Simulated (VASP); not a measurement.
# Vacuum and the quasiparticle gap of a sheet of P, part 4 of 5

How does the G0W0 gap of a single sheet of P depend on the vacuum between its repeats?

VASP 6.6.1, plane waves and PAW; the level of theory is named at each step.

So far, quasiparticle gap on the mesh (eV): step 5 (G0W0, box 9 Å, bands in the sums 152) 1.91; step 8 (G0W0, box 10.5 Å, bands in the sums 176, height 10.5) 1.94. Also gap on the k-mesh (eV): step 4 (empty bands, box 9 Å) 1.09; step 6 (ground state with more vacuum, box 10.5 Å, height 10.5) 1.08.

### Step 9. Ground state with more vacuum, box 12 Å, height 12

This step: PBE; plane waves and PAW (P_GW) (VASP 6.6.1).

The cell is made 12 Å high around the same sheet, and the chain is run again; the band count grows with the volume, so that the sums reach the same energy.

File INCAR:

```
SYSTEM = P
PREC = Accurate
ENCUT = 300
EDIFF = 1E-08
NELM = 100
ISMEAR = 0
SIGMA = 0.01
LREAL = .FALSE.
ALGO = Normal
GGA = PE
NBANDS = 11
LORBIT = 11
LWAVE = .TRUE.
LCHARG = .FALSE.
KPAR = 8
```

File POSCAR:

```
P
1.0
    3.1002073000      0.0000000000      0.0000000000
   -1.5501036500      2.6848582788      0.0000000000
    0.0000000000      0.0000000000     12.0000000000
P
2
Direct
    0.3333333333      0.6666666667      0.4467840028
    0.6666666667      0.3333333333      0.5532159972
```

File KPOINTS:

```
Automatic mesh
0
Gamma
9 9 1
0 0 0
```

PAW data sets: P_GW (PBE family, release 64).

On the command line:

```sh
$ mpirun -np 8 vasp_std
```

Log:

```text
[... set-up lines as in an earlier step ...]
 entering main loop
       N       E                     dE             d eps       ncg     rms          rms(c)
DAV:   1     0.360974704994E+02    0.36097E+02   -0.27659E+03   264   0.440E+02
DAV:   2    -0.782175756960E+01   -0.43919E+02   -0.42492E+02   420   0.123E+02
DAV:   3    -0.106149759552E+02   -0.27932E+01   -0.27793E+01   381   0.329E+01
DAV:   4    -0.106731044589E+02   -0.58129E-01   -0.58082E-01   411   0.502E+00
[...]
DAV:  15    -0.104999289469E+02   -0.22402E-05   -0.20285E-07   323   0.284E-03    0.348E-04
DAV:  16    -0.104999296857E+02   -0.73879E-06   -0.10410E-07   313   0.139E-03    0.107E-04
DAV:  17    -0.104999296778E+02    0.78439E-08   -0.45685E-09   378   0.338E-04
   1 F= -.10499930E+02 E0= -.10499930E+02  d E =-.400721E-24
 writing wavefunctions
```

Wall time 2.8 s (8 MPI ranks of Intel Xeon Platinum 8488C (Sapphire Rapids), shared host); peak memory 1.3 GiB.

Parts of OUTCAR (step 9):

```text
  Total        3.1748586      3.1748586      0.0907464      0.0000000      0.0000000      0.0000000
  in kB       50.9262408     50.9262408      1.4556159      0.0000000      0.0000000      0.0000000
  external PRESSURE =      34.4360325 kB  Pullay stress =       0.0000000 kB

 POSITION                                       TOTAL-FORCE (eV/Angst)
 -----------------------------------------------------------------------------------
     -0.00000      1.78991      5.36141        -0.000000      0.000000     -0.133310
      1.55010      0.89495      6.63859         0.000000     -0.000000      0.133310
 -----------------------------------------------------------------------------------
    total drift:                                0.000000      0.000000      0.000000

  FREE ENERGIE OF THE ION-ELECTRON SYSTEM (eV)
  ---------------------------------------------------
  free  energy   TOTEN  =       -10.4999296778 eV

  energy  without entropy=      -10.4999296778  energy(sigma->0) =      -10.49992968

[... 1 part as in an earlier step ...]

[... 2 further parts left out ...]
[key lines of the parts left out:]
E-fermi :  -1.2590
```

### Step 10. Empty bands, box 12 Å, height 12

The empty bands are made again, for the run that follows.

File INCAR:

```
SYSTEM = P
PREC = Accurate
ENCUT = 300
ISMEAR = 0
SIGMA = 0.01
LREAL = .FALSE.
GGA = PE
NBANDS = 200
ALGO = Exact
NELM = 1
LWAVE = .TRUE.
LCHARG = .FALSE.
LOPTICS = .TRUE.
NEDOS = 1000
CSHIFT = 0.1
```

POSCAR is that of step 9.

KPOINTS is that of step 9.

On the command line:

```sh
$ mpirun -np 8 vasp_std
```

Log:

```text
[banner, memory and clock lines left out]
running    8 mpi-ranks, on    1 nodes
[...]
[... a notice as in an earlier step ...]

 LDA part: xc-table for (Slater+PW92), standard interpolation
 found WAVECAR, reading the header
  number of bands has changed, file:    11 present:   200
  trying to continue reading WAVECAR, but it might fail
 POSCAR, INCAR and KPOINTS ok, starting setup
[...]
reading WAVECAR
 random initialization beyond band           11
 the WAVECAR file was read successfully
 initial charge from wavefunction
 entering main loop
       N       E                     dE             d eps       ncg     rms          rms(c)
DIA:   1    -0.104999296812E+02   -0.10500E+02    0.00000E+00     0   0.000E+00
   1 F= -.10499930E+02 E0= -.10499930E+02  d E =-.583378E-58
 writing wavefunctions
 optical routines
 imaginary and real dielectric function
 recalculating local potential from charge density
 direction            1
 direction            2
 direction            3
```

Run time: 8.4 s. Hardware: 8 MPI ranks; peak memory 1.4 GiB; 56 s of CPU time.

From OUTCAR (step 10):

```text
  Total        3.1748565      3.1748565      0.0908687      0.0000000     -0.0000000      0.0000000
  in kB       50.9262080     50.9262080      1.4575776      0.0000000     -0.0000000      0.0000000
  external PRESSURE =      34.4366645 kB  Pullay stress =       0.0000000 kB

 POSITION                                       TOTAL-FORCE (eV/Angst)
 -----------------------------------------------------------------------------------
     -0.00000      1.78991      5.36141        -0.000000     -0.000000     -0.133328
      1.55010      0.89495      6.63859         0.000000      0.000000      0.133328
 -----------------------------------------------------------------------------------
    total drift:                                0.000000      0.000000      0.000000

  FREE ENERGIE OF THE ION-ELECTRON SYSTEM (eV)
  ---------------------------------------------------
  free  energy   TOTEN  =       -10.4999296812 eV

  energy  without entropy=      -10.4999296812  energy(sigma->0) =      -10.49992968

[... 1 part as in an earlier step ...]

[... 2 further parts left out ...]
[key lines of the parts left out:]
E-fermi :  -1.2159
```

WAVECAR now holds 200 bands for 10 electrons.

### Step 11. G0W0, box 12 Å, bands in the sums 200, height 12

This step: G0W0 on PBE; plane waves and PAW (P_GW) (VASP 6.6.1).

File INCAR:

```
SYSTEM = P
PREC = Accurate
ENCUT = 300
ISMEAR = 0
SIGMA = 0.01
LREAL = .FALSE.
GGA = PE
NBANDS = 200
ALGO = EVGW0
NELMGW = 1
ENCUTGW = 90
NOMEGA = 48
PRECFOCK = Fast
NBANDSGW = 16
LWAVE = .FALSE.
LCHARG = .FALSE.
```

POSCAR is that of step 10.

KPOINTS is that of step 10.

On the command line:

```sh
$ mpirun -np 8 vasp_std
```

Log:

```text
[banner, memory and clock lines left out]
running    8 mpi-ranks, on    1 nodes
[...]
[... a notice as in an earlier step ...]

 [... a notice as in an earlier step ...]

 LDA part: xc-table for (Slater+PW92), standard interpolation
 found WAVECAR, reading the header
 POSCAR, INCAR and KPOINTS ok, starting setup
[...]
reading WAVECAR
 the WAVECAR file was read successfully
 initial charge from wavefunction
 available memory per node:     63.99 GB, setting MAXMEM to     65528

 The Fermi energy was updated, please check that it is located mid-gap
 values below the HOMO (VB) or above the LUMO (CB) will cause erroneous energies
 E-fermi :  -0.7855

 calculate exact exchange contribution
 the WAVEDER file was read successfully
energies w=
    0.000    0.000    0.454    0.000    0.905    0.000    1.353    0.000
    1.796    0.000    2.233    0.000    2.662    0.000    3.084    0.000
    3.498    0.000    3.904    0.000    4.303    0.000    4.696    0.000
[...]
total number of BLAS operations       1192.42 Gflops
NQ=   8    0.3333    0.1111    0.0000,
|.........|.........|.........|.........|.........|.........|.........|.........
 performed       4391000 updates of chi_q(r,r)
 total number of BLAS operations       1393.96 Gflops
NQ=   9    0.4444    0.1111    0.0000,
|.........|.........|.........|.........|.........|.........|.........|.........
 performed       4952000 updates of chi_q(r,r)
 total number of BLAS operations       1549.27 Gflops
NQ=  10    0.2222    0.2222    0.0000,
|.........|.........|.........|.........|.........|.........|.........|.........
 performed       5513000 updates of chi_q(r,r)
 total number of BLAS operations       1721.73 Gflops
NQ=  11    0.3333    0.2222    0.0000,
|.........|.........|.........|.........|.........|.........|.........|.........
 performed       6189000 updates of chi_q(r,r)
 total number of BLAS operations       1906.91 Gflops
NQ=  12    0.3333    0.3333    0.0000,
|.........|.........|.........|.........|.........|.........|.........|.........
 performed       6494000 updates of chi_q(r,r)
 total number of BLAS operations       1980.82 Gflops
 resolving degeneracies of screened two electron integrals

 calculate QP shifts <psi_nk| G(iteration)W_0 |psi_nk>: iteration 1
 entering main loop
```

The job ended after 44 s (8 MPI ranks; peak memory 1.8 GiB).

From OUTCAR (step 11):

```text
 QP shifts <psi_nk| G(iteration)W_0 |psi_nk>: iteration 1
 for sc-GW calculations column KS-energies equals QP-energies in previous step
 and V_xc(KS)=  KS-energies - (<T + V_ion + V_H > + <T+V_H+V_ion>^1  + <V_x>^1)
 k-point   1 :       0.0000    0.0000    0.0000
  band No.  KS-energies  QP-energies   sigma(KS)   V_xc(KS)     V^pw_x(r,r')   Z            occupation Imag(sigma)
    ...
      2      -9.0309      -9.5399     -11.7776     -11.0387     -16.5472       0.6890       2.0000       0.7462
      3      -2.9982      -3.7740     -11.1676     -10.1035     -12.9550       0.7290       2.0000       0.0885
      4      -1.3278      -1.7334     -13.7473     -13.2216     -14.5172       0.7717       2.0000       0.0566
      5      -1.3278      -1.7334     -13.7473     -13.2216     -14.5172       0.7717       2.0000       0.0566
      6       2.6689       3.3785     -11.2460     -12.1997      -7.0542       0.7440       0.0000      -0.0798
      7       2.6689       3.3785     -11.2460     -12.1997      -7.0542       0.7440       0.0000      -0.0798
      8       3.2476       3.3328      -3.9748      -4.0769      -1.4410       0.8354       0.0000      -0.0593
      9       3.5463       4.3566     -11.5179     -12.5738      -7.0981       0.7674       0.0000      -0.0800
    ...

[... 1 part as in an earlier step ...]

[... 2 further parts left out ...]
[key lines of the parts left out:]
E-fermi :  -0.7855
```

The gap is now 1.979 eV, +71 meV against the lowest cell. Of the change against the lowest cell, -2 meV is already in the starting gap. The sheet keeps a typed, unrelaxed lattice constant, and the Coulomb interaction between its repeats isn't cut.

### Step 12. Ground state with more vacuum, box 16 Å, height 16

This step: PBE; plane waves and PAW (P_GW) (VASP 6.6.1).

The cell is made 16 Å high around the same sheet, and the chain is run again; the band count grows with the volume, so that the sums reach the same energy.

File INCAR:

```
SYSTEM = P
PREC = Accurate
ENCUT = 300
EDIFF = 1E-08
NELM = 100
ISMEAR = 0
SIGMA = 0.01
LREAL = .FALSE.
ALGO = Normal
GGA = PE
NBANDS = 11
LORBIT = 11
LWAVE = .TRUE.
LCHARG = .FALSE.
KPAR = 8
```

File POSCAR:

```
P
1.0
    3.1002073000      0.0000000000      0.0000000000
   -1.5501036500      2.6848582788      0.0000000000
    0.0000000000      0.0000000000     16.0000000000
P
2
Direct
    0.3333333333      0.6666666667      0.4600880021
    0.6666666667      0.3333333333      0.5399119979
```

KPOINTS is that of step 11.

On the command line:

```sh
$ mpirun -np 8 vasp_std
```

Log:

```text
[... set-up lines as in an earlier step ...]
 entering main loop
       N       E                     dE             d eps       ncg     rms          rms(c)
DAV:   1     0.426357733387E+02    0.42636E+02   -0.28573E+03   264   0.434E+02
DAV:   2    -0.712127216899E+01   -0.49757E+02   -0.46566E+02   409   0.120E+02
DAV:   3    -0.105760865279E+02   -0.34548E+01   -0.34340E+01   362   0.356E+01
DAV:   4    -0.106718784249E+02   -0.95792E-01   -0.95755E-01   441   0.651E+00
[...]
DAV:  18    -0.104995871697E+02   -0.18458E-06   -0.74657E-09   392   0.517E-04    0.994E-05
DAV:  19    -0.104995872984E+02   -0.12869E-06   -0.37110E-09   299   0.243E-04    0.134E-05
DAV:  20    -0.104995872999E+02   -0.15038E-08   -0.20749E-10   321   0.752E-05
   1 F= -.10499587E+02 E0= -.10499587E+02  d E =-.534174E-26
 writing wavefunctions
```

It took 4.6 s on 8 MPI ranks; peak memory 1.4 GiB.

From OUTCAR (step 12):

```text
  Total        3.1751324      3.1751324      0.0929275      0.0000000      0.0000000     -0.0000000
  in kB       38.1979743     38.1979743      1.1179510      0.0000000      0.0000000     -0.0000000
  external PRESSURE =      25.8379665 kB  Pullay stress =       0.0000000 kB

 POSITION                                       TOTAL-FORCE (eV/Angst)
 -----------------------------------------------------------------------------------
     -0.00000      1.78991      7.36141         0.000000      0.000000     -0.133059
      1.55010      0.89495      8.63859        -0.000000     -0.000000      0.133059
 -----------------------------------------------------------------------------------
    total drift:                                0.000000      0.000000     -0.000000

  FREE ENERGIE OF THE ION-ELECTRON SYSTEM (eV)
  ---------------------------------------------------
  free  energy   TOTEN  =       -10.4995872999 eV

  energy  without entropy=      -10.4995872999  energy(sigma->0) =      -10.49958730

[... 1 part as in an earlier step ...]

[... 2 further parts left out ...]
[key lines of the parts left out:]
E-fermi :  -2.2779
```

### Step 13. Empty bands, box 16 Å, height 16

The empty bands are made again, for the run that follows.

File INCAR:

```
SYSTEM = P
PREC = Accurate
ENCUT = 300
ISMEAR = 0
SIGMA = 0.01
LREAL = .FALSE.
GGA = PE
NBANDS = 264
ALGO = Exact
NELM = 1
LWAVE = .TRUE.
LCHARG = .FALSE.
LOPTICS = .TRUE.
NEDOS = 1000
CSHIFT = 0.1
```

POSCAR is that of step 12.

KPOINTS is that of step 12.

On the command line:

```sh
$ mpirun -np 8 vasp_std
```

Log:

```text
[banner, memory and clock lines left out]
running    8 mpi-ranks, on    1 nodes
[...]
[... a notice as in an earlier step ...]

 LDA part: xc-table for (Slater+PW92), standard interpolation
 found WAVECAR, reading the header
  number of bands has changed, file:    11 present:   264
  trying to continue reading WAVECAR, but it might fail
 POSCAR, INCAR and KPOINTS ok, starting setup
[...]
reading WAVECAR
 random initialization beyond band           11
 the WAVECAR file was read successfully
 initial charge from wavefunction
 entering main loop
       N       E                     dE             d eps       ncg     rms          rms(c)
DIA:   1    -0.104995872994E+02   -0.10500E+02    0.00000E+00     0   0.000E+00
   1 F= -.10499587E+02 E0= -.10499587E+02  d E =-.105222E-11
 writing wavefunctions
 optical routines
 imaginary and real dielectric function
 recalculating local potential from charge density
 direction            1
 direction            2
 direction            3
```

Run time: 18 s. Hardware: 8 MPI ranks; peak memory 1.9 GiB; 2 min of CPU time.

Parts of OUTCAR (step 13):

```text
  Total        3.1751294      3.1751294      0.0929023      0.0000000      0.0000000      0.0000000
  in kB       38.1979390     38.1979390      1.1176481      0.0000000      0.0000000      0.0000000
  external PRESSURE =      25.8378421 kB  Pullay stress =       0.0000000 kB

 POSITION                                       TOTAL-FORCE (eV/Angst)
 -----------------------------------------------------------------------------------
     -0.00000      1.78991      7.36141         0.000000     -0.000000     -0.133056
      1.55010      0.89495      8.63859        -0.000000      0.000000      0.133056
 -----------------------------------------------------------------------------------
    total drift:                                0.000000     -0.000000     -0.000000

  FREE ENERGIE OF THE ION-ELECTRON SYSTEM (eV)
  ---------------------------------------------------
  free  energy   TOTEN  =       -10.4995872994 eV

  energy  without entropy=      -10.4995872994  energy(sigma->0) =      -10.49958730

[... 1 part as in an earlier step ...]

[... 2 further parts left out ...]
[key lines of the parts left out:]
E-fermi :  -2.3065
```

WAVECAR now holds 264 bands for 10 electrons.

### Step 14. G0W0, box 16 Å, bands in the sums 264, height 16

This step: G0W0 on PBE; plane waves and PAW (P_GW) (VASP 6.6.1).

File INCAR:

```
SYSTEM = P
PREC = Accurate
ENCUT = 300
ISMEAR = 0
SIGMA = 0.01
LREAL = .FALSE.
GGA = PE
NBANDS = 264
ALGO = EVGW0
NELMGW = 1
ENCUTGW = 90
NOMEGA = 48
PRECFOCK = Fast
NBANDSGW = 16
LWAVE = .FALSE.
LCHARG = .FALSE.
```

POSCAR is that of step 13.

KPOINTS is that of step 13.

On the command line:

```sh
$ mpirun -np 8 vasp_std
```

Log:

```text
[banner, memory and clock lines left out]
running    8 mpi-ranks, on    1 nodes
[...]
[... a notice as in an earlier step ...]

 [... a notice as in an earlier step ...]

 LDA part: xc-table for (Slater+PW92), standard interpolation
 found WAVECAR, reading the header
 POSCAR, INCAR and KPOINTS ok, starting setup
[...]
reading WAVECAR
 the WAVECAR file was read successfully
 initial charge from wavefunction
 available memory per node:     63.52 GB, setting MAXMEM to     65042

 The Fermi energy was updated, please check that it is located mid-gap
 values below the HOMO (VB) or above the LUMO (CB) will cause erroneous energies
 E-fermi :  -1.8076

 calculate exact exchange contribution
 the WAVEDER file was read successfully
energies w=
    0.000    0.000    0.452    0.000    0.901    0.000    1.348    0.000
    1.789    0.000    2.224    0.000    2.651    0.000    3.072    0.000
    3.484    0.000    3.889    0.000    4.286    0.000    4.677    0.000
[...]
total number of BLAS operations       2742.10 Gflops
NQ=   8    0.3333    0.1111    0.0000,
|.........|.........|.........|.........|.........|.........|.........|.........
 performed       5809000 updates of chi_q(r,r)
 total number of BLAS operations       3207.20 Gflops
NQ=   9    0.4444    0.1111    0.0000,
|.........|.........|.........|.........|.........|.........|.........|.........
 performed       6551000 updates of chi_q(r,r)
 total number of BLAS operations       3584.16 Gflops
NQ=  10    0.2222    0.2222    0.0000,
|.........|.........|.........|.........|.........|.........|.........|.........
 performed       7293000 updates of chi_q(r,r)
 total number of BLAS operations       3991.64 Gflops
NQ=  11    0.3333    0.2222    0.0000,
|.........|.........|.........|.........|.........|.........|.........|.........
 performed       8187000 updates of chi_q(r,r)
 total number of BLAS operations       4435.11 Gflops
NQ=  12    0.3333    0.3333    0.0000,
|.........|.........|.........|.........|.........|.........|.........|.........
 performed       8591000 updates of chi_q(r,r)
 total number of BLAS operations       4612.12 Gflops
 resolving degeneracies of screened two electron integrals

 calculate QP shifts <psi_nk| G(iteration)W_0 |psi_nk>: iteration 1
 entering main loop
```

Elapsed: 2.1 min, on 8 MPI ranks; peak memory 2.4 GiB; 15 min of CPU time.

Parts of OUTCAR (step 14):

```text
 QP shifts <psi_nk| G(iteration)W_0 |psi_nk>: iteration 1
 for sc-GW calculations column KS-energies equals QP-energies in previous step
 and V_xc(KS)=  KS-energies - (<T + V_ion + V_H > + <T+V_H+V_ion>^1  + <V_x>^1)
 k-point   1 :       0.0000    0.0000    0.0000
  band No.  KS-energies  QP-energies   sigma(KS)   V_xc(KS)     V^pw_x(r,r')   Z            occupation Imag(sigma)
    ...
      2     -10.0532     -10.6006     -11.8392     -11.0385     -16.5477       0.6837       2.0000       0.7455
      3      -4.0204      -4.8322     -11.2266     -10.1047     -12.9266       0.7237       2.0000       0.0902
      4      -2.3498      -2.8021     -13.8139     -13.2216     -14.5501       0.7636       2.0000       0.0571
      5      -2.3498      -2.8021     -13.8139     -13.2216     -14.5501       0.7636       2.0000       0.0571
      6       1.6469       2.3948     -11.1834     -12.1993      -7.0326       0.7362       0.0000      -0.0824
      7       1.6469       2.3948     -11.1834     -12.1993      -7.0326       0.7362       0.0000      -0.0824
      8       2.0780       2.1417      -3.4682      -3.5442      -1.2343       0.8395       0.0000      -0.0567
      9       2.5240       3.3738     -11.4708     -12.5912      -7.0798       0.7584       0.0000      -0.0804
    ...

[... 1 part as in an earlier step ...]

[... 2 further parts left out ...]
[key lines of the parts left out:]
E-fermi :  -1.8076
```

The gap is now 2.067 eV, +159 meV against the lowest cell. Of the change against the lowest cell, -3 meV is already in the starting gap. The sheet keeps a typed, unrelaxed lattice constant, and the Coulomb interaction between its repeats isn't cut.

(Continued in part 5 of 5.)

[Lines on the potential files, build, host, timing and source positions are cut from VASP's logs without a mark.]

[Logs are printed without paths, hosts, clocks, repeated set-up lines and the standing remarks that a program may print on its own settings, such as how far it seeks lower states.]

[Hosts, paths, dates, database ids (printed as entryN), source tags and the programs' standing remarks are cut or masked in the printed files.]

[Pressures printed for these runs are not shown converged in the cutoff: they can be off by several GPa and have the wrong sign.]
